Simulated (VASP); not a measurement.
# W (Im-3m) in VASP: relaxation of cell and atoms with PBE

Aim: the relaxation of cell and atoms of W with PBE.

Everything below comes from runs of VASP 6.6.1. Logs are shortened: lines on timing, memory, paths and dates and some standing lists are left out, and cuts for length are marked.

**1. The crystal as given**

Symmetry: Im-3m, No. 229, cubic system. The conventional cell has a = 3.180 Å, b = 3.180 Å, c = 3.180 Å, α = 90.00°, β = 90.00°, γ = 90.00°. W (site symmetry m-3m) is surrounded by 8 W at 2.75 Å.

The cell was built by a generator and needn't be a form met in nature.

**2. Relaxation of cell and atoms, PBE**

The input, INCAR:

```
SYSTEM = W
ALGO     = Normal         ! electronic algorithm
EDIFF    = 1E-7           ! SCF threshold, eV
EDIFFG   = -0.01          ! ionic threshold
ENCUT    = 600            ! plane-wave cutoff, eV
GGA      = PE             ! functional
IBRION   = 2              ! ionic algorithm
ISIF     = 3              ! what is computed and relaxed
ISMEAR   = -1             ! smearing method
KPAR     = 4            
LASPH    = .TRUE.         ! aspherical terms in the spheres
LCHARG   = .FALSE.        ! write CHGCAR
LREAL    = .FALSE.        ! projectors in reciprocal space
LWAVE    = .FALSE.        ! write WAVECAR
NELM     = 100            ! most SCF steps
NSW      = 60             ! ionic steps
PREC     = Accurate       ! precision mode
SIGMA    = 0.05           ! smearing width, eV
```

The input, KPOINTS:

```
k-points
0
G
  16 16 16
  0 0 0
```

The input, POSCAR:

```
W
1.0
   -1.5900000000      1.5900000000      1.5900000000
    1.5900000000     -1.5900000000      1.5900000000
    1.5900000000      1.5900000000     -1.5900000000
W
1
Direct
    0.0000000000      0.0000000000      0.0000000000
```

Potentials or basis: VASP PAW PBE potentials, release 64 (W_sv).

On the command line:

```bash
cat potpaw_PBE.64/W_sv/POTCAR > POTCAR
mpirun -np 4 vasp_std > vasp.out
```

OUTCAR:

```text
SYSTEM = W
   EDIFF = 1E-7
   EDIFFG = -0.01
   ENCUT = 600
   GGA = PE
   IBRION = 2
   ISIF = 3
   ISMEAR = -1
   LASPH = .TRUE.
   LREAL = .FALSE.
   NELM = 100
   NSW = 60
   PREC = Accurate

 ion  position               nearest neighbor table
   1  0.000  0.000  0.000-

  LATTYP: Found a body centered cubic cell.
 ALAT       =     3.1800000000

  Lattice vectors:

 A1 = (  -1.5900000000,   1.5900000000,   1.5900000000)
 A2 = (   1.5900000000,  -1.5900000000,   1.5900000000)
 A3 = (   1.5900000000,   1.5900000000,  -1.5900000000)

Analysis of symmetry for initial positions (statically):
=====================================================================
 Subroutine PRICEL returns:
 Original cell was already a primitive cell.

 Routine SETGRP: Setting up the symmetry group for a
 body centered cubic supercell.

 Subroutine GETGRP returns: Found 48 space group operations
 (whereof 48 operations were pure point group operations)
 out of a pool of 48 trial point group operations.

The static configuration has the point symmetry O_h .

Analysis of symmetry for dynamics (positions and initial velocities):
=====================================================================
 Subroutine PRICEL returns:
 Original cell was already a primitive cell.

 Routine SETGRP: Setting up the symmetry group for a
 body centered cubic supercell.

 Subroutine GETGRP returns: Found 48 space group operations
 (whereof 48 operations were pure point group operations)
 out of a pool of 48 trial point group operations.

The dynamic configuration has the point symmetry O_h .

 Subroutine INISYM returns: Found 48 space group operations
 (whereof 48 operations are pure point group operations),
 and found     1 'primitive' translations

----------------------------------------------------------------------------------------

                                     Primitive cell

  volume of cell :      16.0787

  direct lattice vectors                    reciprocal lattice vectors
    -1.590000000  1.590000000  1.590000000     0.000000000  0.314465409  0.314465409
     1.590000000 -1.590000000  1.590000000     0.314465409  0.000000000  0.314465409
     1.590000000  1.590000000 -1.590000000     0.314465409  0.314465409  0.000000000

  length of vectors
     2.753960784  2.753960784  2.753960784     0.444721246  0.444721246  0.444721246

  position of ions in fractional coordinates (direct lattice)
     0.000000000  0.000000000  0.000000000

  ion indices of the primitive-cell ions
   primitive index   ion index
                 1           1

----------------------------------------------------------------------------------------

 KPOINTS: k-points

Automatic generation of k-mesh.
 Grid dimensions read from file:
 generate k-points for:   16   16   16

 Generating k-lattice:

  Cartesian coordinates                     Fractional coordinates (reciprocal lattice)
     0.000000000  0.019654088  0.019654088     0.062500000  0.000000000  0.000000000
     0.019654088  0.000000000  0.019654088     0.000000000  0.062500000  0.000000000
     0.019654088  0.019654088  0.000000000     0.000000000  0.000000000  0.062500000

  Length of vectors
     0.027795078  0.027795078  0.027795078

  Shift w.r.t. Gamma in fractional coordinates (k-lattice)
     0.000000000  0.000000000  0.000000000

 Subroutine IBZKPT returns following result:
 ===========================================

 Found    145 irreducible k-points:

 Following reciprocal coordinates:
            Coordinates               Weight
  0.000000  0.000000  0.000000      1.000000
  0.062500  0.000000  0.000000     12.000000
  0.125000  0.000000  0.000000     12.000000
  0.187500  0.000000  0.000000     12.000000
  0.250000  0.000000  0.000000     12.000000
  0.312500  0.000000  0.000000     12.000000
[... 16 lines left out ...]
  0.187500  0.187500  0.000000     24.000000
  0.250000  0.187500  0.000000     48.000000
 [... further k-points ...]
   k-points           NKPTS =    145   k-points in BZ     NKDIM =    145   number of bands    NBANDS=     11
   number of dos      NEDOS =    301   number of ions     NIONS =      1
   total plane-waves  NPLWV =  13824
   dimension x,y,z NGX =    24 NGY =   24 NGZ =   24
   dimension x,y,z NGXF=    48 NGYF=   48 NGZF=   48
   ions per type =               1
   NGX,Y,Z   is equivalent  to a cutoff of  14.49, 14.49, 14.49 a.u.
   NGXF,Y,Z  is equivalent  to a cutoff of  28.98, 28.98, 28.98 a.u.
 SYSTEM =  W
   PREC   = accura    normal or accurate (medium, high low for compatibility)
   ISTART =      0    job   : 0-new  1-cont  2-samecut
   ICHARG =      2    charge: 1-file 2-atom 10-const
   ISPIN  =      1    spin polarized calculation?
   LNONCOLLINEAR =      F non collinear calculations
   LSORBIT =      F    spin-orbit coupling
   LASPH  =      T    aspherical Exc in radial PAW
   ENCUT  =  600.0 eV  44.10 Ry    6.64 a.u.   5.50  5.50  5.50*2*pi/ulx,y,z
   NELM   =    100;   NELMIN=  2; NELMDL= -5     # of ELM steps
   EDIFF  = 0.1E-06   stopping-criterion for ELM
   LREAL  =      F    real-space projection
   EDIFFG = -.1E-01   stopping-criterion for IOM
   NSW    =     60    number of steps for IOM
   IBRION =      2    ionic relax: 0-MD 1-quasi-New 2-CG
   NFREE  =      1    steps in history (QN), initial steepest desc. (CG)
   ISIF   =      3    stress and relaxation
   ISYM   =      2    0-nonsym 1-usesym 2-fastsym
   POTIM  = 0.5000    time-step for ionic-motion
   TEBEG  =    0.0;   TEEND  =   0.0 temperature during run
   PSTRESS=    0.0 pullay stress
   NELECT =      14.0000    total number of electrons
   NUPDOWN=      -1.0000    fix difference up-down
   EMIN   =  10.00;   EMAX   =-10.00  energy-range for DOS
   EFERMI =   0.00;   METHOD = LEGACY
   ISMEAR =    -1;   SIGMA  =   0.05  broadening in eV -4-tet -1-fermi 0-gaus
   EFERMI_NEDOS =   21; number of points for ismear=-14 and -15
   IALGO  =     38    algorithm
   IMIX   =      4    mixing-type and parameters
     AMIX     =   0.40;   BMIX     =  1.00
     AMIX_MAG =   1.60;   BMIX_MAG =  1.00
  volume/ion in A,a.u.               =      16.08       108.50
  Fermi-wavevector in a.u.,A,eV,Ry     =   1.563269  2.954150 33.250054  2.443810
  Thomas-Fermi vector in A             =   2.666065
   LORBIT       =      0    0 simple, 1 ext, 2 COOP (PROOUT), +10 PAW based schemes
   GGA     = PE    functional components
   LHFCALC =     F    Hartree Fock is set to
   AEXX    =    0.0000 exact exchange contribution
   IVDW    =     0    specifies the selected vdW correction
   LEPSILON=     F    determine dielectric tensor
   LRPA    =     F    only Hartree local field effects (RPA)
 conjugate gradient relaxation of ions
 non-spin polarized calculation
  energy-cutoff  :      600.00
  volume of cell :       16.08
 maximum number of plane-waves:       555
 NGX is ok and might be reduce to    24
   NGX = 11   NGY = 11   NGZ = 11

--------------------------------------- Ionic step        1  -------------------------------------------

 number of electron      14.0000002 magnetization

 Free energy of the ion-electron system (eV)
  ---------------------------------------------------
  ext. energy  EPLUGINS =         0.00000000
  ---------------------------------------------------
  free energy    TOTEN  =       -12.95912294 eV

  energy without entropy =      -12.95438750  energy(sigma->0) =      -12.95675522

------------------------ aborting loop because EDIFF is reached ----------------------------------------

  FORCE on cell =-STRESS in cart. coord.  units (eV):
  Direction    XX          YY          ZZ          XY          YZ          ZX
  --------------------------------------------------------------------------------------
  -------------------------------------------------------------------------------------
  Total        0.1399935      0.1399935      0.1399935     -0.0000000      0.0000000     -0.0000000
  in kB       13.9497709     13.9497709     13.9497709     -0.0000000      0.0000000     -0.0000000
  external PRESSURE =      13.9497709 kB  Pullay stress =       0.0000000 kB

 VOLUME and BASIS-vectors are now :
 -----------------------------------------------------------------------------
  energy-cutoff  :      600.00
  volume of cell :       16.08
      direct lattice vectors                 reciprocal lattice vectors
    -1.590000000  1.590000000  1.590000000     0.000000000  0.314465409  0.314465409
     1.590000000 -1.590000000  1.590000000     0.314465409  0.000000000  0.314465409
     1.590000000  1.590000000 -1.590000000     0.314465409  0.314465409  0.000000000
[... 36 lines left out ...]
 POSITION                                       TOTAL-FORCE (eV/Angst)
 -----------------------------------------------------------------------------------
      0.00000      0.00000      0.00000        -0.000000     -0.000000      0.000000
 -----------------------------------------------------------------------------------
    total drift:                               -0.000000      0.000000      0.000000

  FREE ENERGIE OF THE ION-ELECTRON SYSTEM (eV)
  ---------------------------------------------------
  free  energy   TOTEN  =       -12.9557452250 eV

  energy  without entropy=      -12.9508161499  energy(sigma->0) =      -12.95328069

--------------------------------------- Ionic step        3  -------------------------------------------

 number of electron      14.0000002 magnetization

 Free energy of the ion-electron system (eV)
  ---------------------------------------------------
  ext. energy  EPLUGINS =         0.00000000
  ---------------------------------------------------
  free energy    TOTEN  =       -12.95943759 eV

  energy without entropy =      -12.95464809  energy(sigma->0) =      -12.95704284

 E-fermi :  11.2061     XC(G=0): -13.5341

 val. band max:       11.1926412504   @ k =  -0.2500   0.3125   0.1250
 cond. band min:      11.2135428389   @ k =  -0.3125   0.3125   0.1875
 fundamental gap:      0.0209015885
 Fermi energy:        11.2060536119

 k-point     1 :       0.0000    0.0000    0.0000
  band No.  band energies     occupation
      1     -63.0327      2.00000
      2     -26.6218      2.00000
      3     -26.6218      2.00000
      4     -26.6218      2.00000
      5       1.6405      2.00000
      6       9.9763      2.00000
      7       9.9763      2.00000
      8       9.9763      2.00000
      9      13.3914      0.00000
     10      13.3914      0.00000
     11      25.6471      0.00000

 k-point     2 :       0.0625    0.0000    0.0000
  band No.  band energies     occupation
      1     -63.0281      2.00000
      2     -26.6715      2.00000
      3     -26.6374      2.00000
      4     -26.6221      2.00000
      5       1.8255      2.00000
      6       9.8642      2.00000
      7       9.9506      2.00000
      8      10.1544      2.00000
      9      13.2139      0.00000
     10      13.3927      0.00000
     11      25.8038      0.00000
[... 295 lines left out ...]
 k-point    24 :       0.2500    0.1875    0.0000
  band No.  band energies     occupation
      1     -62.9235      2.00000
      2     -27.5738      2.00000
      3     -27.0180      2.00000
      4     -26.7262      2.00000
      5       5.8932      2.00000
      6       8.1141      2.00000
      7       8.8869      2.00000
      8      12.7165      0.00000
      9      14.2079      0.00000
     10      16.3480      0.00000
     11      23.4255      0.00000

 [... further k-points ...]
[... 5 lines left out ...]
  --------------------------------------------------------------------------------------
  -------------------------------------------------------------------------------------
  Total        0.0002396      0.0002396      0.0002396      0.0000000     -0.0000000      0.0000000
  in kB        0.0237666      0.0237666      0.0237666      0.0000000     -0.0000000      0.0000000
  external PRESSURE =       0.0237666 kB  Pullay stress =       0.0000000 kB

 VOLUME and BASIS-vectors are now :
 -----------------------------------------------------------------------------
  energy-cutoff  :      600.00
  volume of cell :       16.15
      direct lattice vectors                 reciprocal lattice vectors
    -1.592424626  1.592424626  1.592424626     0.000000000  0.313986604  0.313986604
     1.592424626 -1.592424626  1.592424626     0.313986604  0.000000000  0.313986604
     1.592424626  1.592424626 -1.592424626     0.313986604  0.313986604  0.000000000

 POSITION                                       TOTAL-FORCE (eV/Angst)
 -----------------------------------------------------------------------------------
      0.00000      0.00000      0.00000         0.000000     -0.000000      0.000000
 -----------------------------------------------------------------------------------
    total drift:                               -0.000000     -0.000000      0.000000

  FREE ENERGIE OF THE ION-ELECTRON SYSTEM (eV)
  ---------------------------------------------------
  free  energy   TOTEN  =       -12.9594375926 eV

  energy  without entropy=      -12.9546480929  energy(sigma->0) =      -12.95704284

 reached required accuracy - stopping structural energy minimisation
```

Wall time 58 s (4 MPI ranks of AMD EPYC 7R43 (Zen 3), shared host); peak memory 0.14 GiB.

Results:

```
Free energy                            : -12.9594 eV
Relaxed volume                         : 16.15 Å³/atom
Relaxed cell                           : a = 2.758 Å, b = 2.758 Å, c = 2.758 Å, α = 109.47°, β = 109.47°, γ = 109.47°
Space group after relaxing (to 0.05 Å) : Im-3m (No. 229)
Energy gained by relaxing              : 0.3 meV/atom
Ionic steps                            : 3
Pressure after relaxing                : 0.0 GPa
Band gap on the k mesh                 : none (metal or under the smearing width)
```

The path:
```tsv
step	energy change (eV)	largest force (eV/Å)	pressure (GPa)	volume (Å³)
1	0.0000	0.0000	1.39	16.08
2	0.0034	0.0000	-4.57	16.41
3	-0.0003	0.0000	0.00	16.15
```

Final structure:
```cif
data_structure
_symmetry_space_group_name_H-M 'P 1'
_symmetry_Int_Tables_number 1
_cell_length_a 2.7582
_cell_length_b 2.7582
_cell_length_c 2.7582
_cell_angle_alpha 109.471
_cell_angle_beta 109.471
_cell_angle_gamma 109.471
_cell_volume 16.15
loop_
_atom_site_label
_atom_site_type_symbol
_atom_site_fract_x
_atom_site_fract_y
_atom_site_fract_z
_atom_site_occupancy
W1 W 0.00000 0.00000 0.00000 1
```

Levels at points of the mesh, in eV from the Fermi level:
```csv
k point,band 5,band 6,band 7,band 8,band 9,band 10
"(0.00, 0.00, 0.00)",-9.57,-1.23,-1.23,-1.23,2.19,2.19
"(0.50, 0.00, 0.00)",-6.19,-3.51,0.58,2.07,3.02,5.95
"(0.50, 0.50, 0.50)",-5.72,-5.72,5.00,5.00,5.00,8.06
```

Spin-orbit coupling is left out, which matters for the levels of W.
